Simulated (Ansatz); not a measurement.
AgCl in the CsCl-type structure, relaxed with r2SCAN, was run in the PAW code Ansatz under altered settings. All numbers are computed, without spin polarisation but where a row says otherwise.

```xyz
2
Lattice="3.3956 0.0000 0.0000 0.0000 3.3956 0.0000 0.0000 0.0000 3.3956" Properties=species:S:1:pos:R:3 pbc="T T T"
Ag    0.0000    0.0000    0.0000
Cl    1.6978    1.6978    1.6978
```

The base run's other keys:
```yaml
kpoints:
  mp_grid: { grid: [4, 4, 4] }
hamiltonian:
  xc: hse06
scf:
  occupations: { method: fixed }
  n_extra_bands: 4
```

It takes 13 iterations with 751 plane waves at 420 eV and 10 k points, and leaves a mean stress of +1.49 GPa. The gap over this mesh is 2.020 eV.

Outcomes, with energy and stress as changes against the base:
```csv
setting,outcome,ΔF (meV/atom),Δ mean stress (GPa),gap on the mesh (eV),iterations
"PBE hybrid, exx coeff 0.75, unscreened",converged,–,-1.2,7.397,19
"PBE hybrid, exx coeff 0.35, omega 0.5 1/Å",converged,–,+0.2,1.783,12
"PBE hybrid, exx coeff 0.15, omega 0.1 1/Å",converged,–,+0.1,1.624,12
hamiltonian.xc: r2scan50 (cutoff then 500 eV),converged,–,-0.9,5.175,17
scf.occupations: cold 0.2,converged,0.0,0.0,2.020,15
```
A dash marks a value that wasn't obtained or can't be compared. Stress is positive in compression.

- PBE hybrid, exx coeff 0.75, unscreened. That is 75 % exact exchange, at all ranges, against HSE06's 25 % screened at 0.208 1/Å. The mean stress moves by -1.2 GPa and the gap on the mesh by +5.377 eV (to 7.397). Totals of different functionals aren't comparable.
- PBE hybrid, exx coeff 0.35, omega 0.5 1/Å. That is 35 % exact exchange, screened with ω = 0.5 1/Å, against HSE06's 25 % screened at 0.208 1/Å. The mean stress moves by +0.2 GPa and the gap on the mesh by -0.238 eV (to 1.783). Totals of different functionals aren't comparable.
- PBE hybrid, exx coeff 0.15, omega 0.1 1/Å. That is 15 % exact exchange, screened with ω = 0.1 1/Å, against HSE06's 25 % screened at 0.208 1/Å. The mean stress moves by +0.1 GPa and the gap on the mesh by -0.396 eV (to 1.624). Totals of different functionals aren't comparable. The program warns that on this mesh the truncation of the exchange isn't bounded, so part of the change can be an error of the mesh.
- hamiltonian.xc: r2scan50. The cutoff follows the functional, from 420 to 500 eV. The mean stress moves by -0.9 GPa and the gap on the mesh by +3.155 eV (to 5.175). It's another functional on the same cell, so totals aren't comparable.

Within 1 meV an atom, 0.1 GPa and 0.005 eV of the base stay: scf.occupations: cold 0.2.

The runs are scalar-relativistic, without spin-orbit coupling.

The stress of a hybrid is loosely converged in these runs.

The meshes of the hybrids are coarse, so their gaps aren't converged to the digits shown.
